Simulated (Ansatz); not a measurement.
HfC, 2 atoms in the cell. The structure is cubic, space group Fm-3m (No. 225). The conventional cell has a = 4.650 Å, b = 4.650 Å, c = 4.650 Å, α = 90.00°, β = 90.00°, γ = 90.00°. Around Hf (site symmetry m-3m) lie 6 C at 2.33 Å. Around C (site symmetry m-3m) lie 6 Hf at 2.33 Å. 

```yaml
Program: Ansatz 0.2.0
Task: density of states
Functional: PBEsol
Potentials_or_basis: all-electron LAPW, scalar-relativistic
Cutoff: 302 eV (chosen from the basis error)
Basis_error_allowed: 0.001 eV/atom
k_mesh: 10 × 10 × 10
Occupations: fermi-dirac, width 0.05 eV
Spin: no spin polarisation
Hubbard_terms: Hf d U = 2 eV
```

Potentials or basis: all-electron LAPW, scalar-relativistic.

Launch:

```sh
$ ansatz run input.yaml --threads 1 --pin off --max-ram 3072MiB --backend cpu --events-out ev --progress --plain --runs-dir out
```

Hardware: 1 thread of Arm Neoverse V2 (shared host).

Problem. Estimate the wall time of this run.

Solution. Wall time 13 s on 1 thread of Arm Neoverse V2 (shared host), peak memory 0.34 GiB. Counts: scf iterations 8, plane waves 307, k points 47, bands 29.
